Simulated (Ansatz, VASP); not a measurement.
**Two plane-wave programs on Tl**

```xyz
1
Lattice="-1.9265 1.9265 1.9265 1.9265 -1.9265 1.9265 1.9265 1.9265 -1.9265" Properties=species:S:1:pos:R:3 pbc="T T T"
Tl    0.0000    0.0000    0.0000
```

Alike in both runs: functional PBEsol; k mesh 12 × 12 × 12; occupations fermi-dirac, width 0.1 eV; no spin polarisation.

Ansatz relaxed the structure, and its values are those at the end. VASP's run is a single point on that final structure, the one shown.

|  | VASP | Ansatz |
| --- | --- | --- |
| version | VASP 6.6.1 | Ansatz 0.2.0 |
| potentials or method | VASP PAW PBE potentials, release 64 (Tl_d) | plane waves (420 eV) with PAW, scalar-relativistic |
| plane-wave cutoff (eV) | 520 | 420 |
| valence electrons in the cell | 13 | 13 |

```csv
,VASP,Ansatz,Ansatz less VASP
pressure (GPa),-0.1,0.0,+0.07
```

Ansatz warned: «pseudo_functional_mismatch».

Caveats: the PAW data sets were made with another functional, which shifts forces and pressure a little (VASP). The runs have no spin-orbit coupling, so splittings on Tl are missing.
